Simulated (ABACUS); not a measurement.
Here is an ABACUS 3.10.1 calculation.

File run_abacus.py:

```python
"""ABACUS run from a structure file: ASE reads it, the script writes STRU, KPT and INPUT."""
import re
import subprocess
import spglib
from ase import Atoms
from ase.io import read
from ase.units import Bohr

atoms = read("ZnS.cif")
cell, frac, numbers = spglib.standardize_cell((atoms.cell[:], atoms.get_scaled_positions(), atoms.numbers), to_primitive=True, symprec=1e-4)
atoms = Atoms(numbers=numbers, cell=cell, scaled_positions=frac, pbc=True)  # the primitive cell
atoms = atoms[(-atoms.numbers).argsort(kind="stable")]  # ABACUS lists atoms element by element
pseudo = {'Zn': 'Zn_ONCV_PBE-1.2.upf', 'S': 'S_ONCV_PBE-1.2.upf'}
orbital = {}
magmoms = None
kmesh = [7, 7, 7]
params = {
    'suffix': 'ZnS',
    'calculation': 'scf',
    'basis_type': 'pw',
    'pseudo_dir': './',
    'symmetry': 1,
    'dft_functional': 'GGA_X_RPW86+GGA_C_PBE',
    'ecutwfc': 84,
    'pseudo_rcut': 10,
    'nspin': 1,
    'nbands': 23,
    'ks_solver': 'dav',
    'smearing_method': 'fd',
    'smearing_sigma': 0.00367493,
    'scf_thr': 1e-08,
    'scf_nmax': 100,
    'mixing_type': 'broyden',
    'mixing_beta': 0.7,
    'cal_force': 1,
    'cal_stress': 1,
    'out_chg': 1,
    'kpar': 4,
}

symbols = atoms.get_chemical_symbols()
elements = list(dict.fromkeys(symbols))
lines = ["ATOMIC_SPECIES"] + [f"{e} {atoms.get_masses()[symbols.index(e)]:.4f} {pseudo[e]}" for e in elements]
if orbital:
    lines += ["", "NUMERICAL_ORBITAL"] + [orbital[e] for e in elements]
lines += ["", "LATTICE_CONSTANT", f"{1 / Bohr:.10f}", "", "LATTICE_VECTORS"]
lines += [" ".join(f"{x:.10f}" for x in v) for v in atoms.cell]
lines += ["", "ATOMIC_POSITIONS", "Direct"]
for e in elements:
    lines += ["", e, "0.0", str(symbols.count(e))]
    for i, p in enumerate(atoms.get_scaled_positions(wrap=False)):
        if symbols[i] == e:
            mag = "" if magmoms is None else " mag " + " ".join(str(x) for x in (magmoms[i] if isinstance(magmoms[i], list) else [magmoms[i]]))
            lines.append(" ".join(f"{x:.10f}" for x in p) + " 1 1 1" + mag)
open("STRU", "w").write("\n".join(lines) + "\n")
open("KPT", "w").write("K_POINTS\n0\nGamma\n%d %d %d 0 0 0\n" % tuple(kmesh))
open("INPUT", "w").write("INPUT_PARAMETERS\n" + "".join(f"{k:<20s}{v}\n" for k, v in params.items()))

done = subprocess.run(['mpirun', '-np', '4', 'abacus'])
if done.returncode:
    raise SystemExit(done.returncode)
log = open("OUT.ZnS/running_scf.log").read()
print("final energy (eV):", re.findall(r"FINAL_ETOT_IS (\S+)", log))
```

The input ZnS.cif:

```cif
data_ZnS
_cell_length_a 5.40400000
_cell_length_b 5.40400000
_cell_length_c 5.40400000
_cell_angle_alpha 90.00000000
_cell_angle_beta 90.00000000
_cell_angle_gamma 90.00000000
_space_group_name_H-M_alt 'F-43m'
_space_group_name_Hall 'F -4 2 3'
_space_group_IT_number 216
loop_
_space_group_symop_operation_xyz
'x,y,z'
'y,-x,-z'
'-x,-y,z'
'-y,x,-z'
'x,-y,-z'
'y,x,z'
'-x,y,-z'
'-y,-x,z'
'z,x,y'
'-z,y,-x'
'z,-x,-y'
'-z,-y,x'
'-z,x,-y'
'z,y,x'
'-z,-x,y'
'z,-y,-x'
'y,z,x'
'-x,-z,y'
'-y,z,-x'
'x,-z,-y'
'-y,-z,x'
'x,z,y'
'y,-z,-x'
'-x,z,-y'
'x,y+1/2,z+1/2'
'y,-x+1/2,-z+1/2'
'-x,-y+1/2,z+1/2'
'-y,x+1/2,-z+1/2'
'x,-y+1/2,-z+1/2'
'y,x+1/2,z+1/2'
'-x,y+1/2,-z+1/2'
'-y,-x+1/2,z+1/2'
'z,x+1/2,y+1/2'
'-z,y+1/2,-x+1/2'
'z,-x+1/2,-y+1/2'
'-z,-y+1/2,x+1/2'
'-z,x+1/2,-y+1/2'
'z,y+1/2,x+1/2'
'-z,-x+1/2,y+1/2'
'z,-y+1/2,-x+1/2'
'y,z+1/2,x+1/2'
'-x,-z+1/2,y+1/2'
'-y,z+1/2,-x+1/2'
'x,-z+1/2,-y+1/2'
'-y,-z+1/2,x+1/2'
'x,z+1/2,y+1/2'
'y,-z+1/2,-x+1/2'
'-x,z+1/2,-y+1/2'
'x+1/2,y,z+1/2'
'y+1/2,-x,-z+1/2'
'-x+1/2,-y,z+1/2'
'-y+1/2,x,-z+1/2'
'x+1/2,-y,-z+1/2'
'y+1/2,x,z+1/2'
'-x+1/2,y,-z+1/2'
'-y+1/2,-x,z+1/2'
'z+1/2,x,y+1/2'
'-z+1/2,y,-x+1/2'
'z+1/2,-x,-y+1/2'
'-z+1/2,-y,x+1/2'
'-z+1/2,x,-y+1/2'
'z+1/2,y,x+1/2'
'-z+1/2,-x,y+1/2'
'z+1/2,-y,-x+1/2'
'y+1/2,z,x+1/2'
'-x+1/2,-z,y+1/2'
'-y+1/2,z,-x+1/2'
'x+1/2,-z,-y+1/2'
'-y+1/2,-z,x+1/2'
'x+1/2,z,y+1/2'
'y+1/2,-z,-x+1/2'
'-x+1/2,z,-y+1/2'
'x+1/2,y+1/2,z'
'y+1/2,-x+1/2,-z'
'-x+1/2,-y+1/2,z'
'-y+1/2,x+1/2,-z'
'x+1/2,-y+1/2,-z'
'y+1/2,x+1/2,z'
'-x+1/2,y+1/2,-z'
'-y+1/2,-x+1/2,z'
'z+1/2,x+1/2,y'
'-z+1/2,y+1/2,-x'
'z+1/2,-x+1/2,-y'
'-z+1/2,-y+1/2,x'
'-z+1/2,x+1/2,-y'
'z+1/2,y+1/2,x'
'-z+1/2,-x+1/2,y'
'z+1/2,-y+1/2,-x'
'y+1/2,z+1/2,x'
'-x+1/2,-z+1/2,y'
'-y+1/2,z+1/2,-x'
'x+1/2,-z+1/2,-y'
'-y+1/2,-z+1/2,x'
'x+1/2,z+1/2,y'
'y+1/2,-z+1/2,-x'
'-x+1/2,z+1/2,-y'
loop_
_atom_site_label
_atom_site_type_symbol
_atom_site_symmetry_multiplicity
_atom_site_Wyckoff_symbol
_atom_site_fract_x
_atom_site_fract_y
_atom_site_fract_z
_atom_site_occupancy
Zn1 Zn 4 c 0.2500000000 0.2500000000 0.2500000000 1
S1 S 4 a 0.0000000000 0.0000000000 0.0000000000 1
```

Potentials or basis: SG15 ONCV 1.2 PBE, plane waves.

Command:

```sh
$ OMP_NUM_THREADS=1 python run_abacus.py > log
```

Problem. Estimate the pressure.

Solution. 3.7 GPa.

Problem. Estimate the band gap on the k mesh.

Solution. 2.04 eV, direct.

Caveat: the potentials were made for another functional, which shifts forces and pressure.

**What was measured.**

From “Electronic, vibrational, and thermodynamic properties of ZnS (zincblende and rocksalt structure)”, 2009, arxiv:0911.5022, for a bulk crystal of ZnS at 19 K: band gap 3.85 eV (direct).

Against the measured gap of ZnS, 3.85 eV (direct; 19 K; quoted in “Electronic, vibrational, and thermodynamic properties of ZnS (zincblende and rocksalt structure)”, 2009, arxiv:0911.5022), the calculated 2.04 eV is off by -1.81 eV. The value is that of rPW86PBE, without temperature or zero-point motion.
